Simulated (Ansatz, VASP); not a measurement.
## One calculation of Na3H, two programs

```
Na H
1.0
     4.77648    0.00000    0.00000
     0.00000    4.77648    0.00000
     0.00000    0.00000    4.64447
Na H
3 1
Direct
  0.00000 0.50000 0.50000
  0.50000 0.00000 0.50000
  0.50000 0.50000 0.00000
  0.00000 0.00000 0.00000
```

Change from the starting cell: species swapped into the Cu3Pd type (P4/mmm, No. 123).

Alike in both runs: functional PBE; k mesh 4 × 4 × 4; occupations gaussian, width 0.1 eV; no spin polarisation.

Ansatz relaxed the structure, and its values are those at the end. VASP's run is a single point on that final structure, the one shown.

```csv
,VASP,Ansatz
version,VASP 6.6.1,Ansatz 0.2.0
potentials or method,"VASP PAW PBE potentials, release 64 (Na_pv, H)","scalar-relativistic, plane waves, PAW"
plane-wave cutoff (eV),520,420
valence electrons in the cell,22,28
```

|  | VASP | Ansatz | Ansatz less VASP |
| --- | --- | --- | --- |
| gap on the k mesh at the Fermi level (eV) | none | none | - |
| pressure (GPa) | 0.0 | 0.0 | +0.02 |

A gap of «none» marks a metal or a gap that the smearing closes. The two sets of potentials don't hold the same shells in valence.
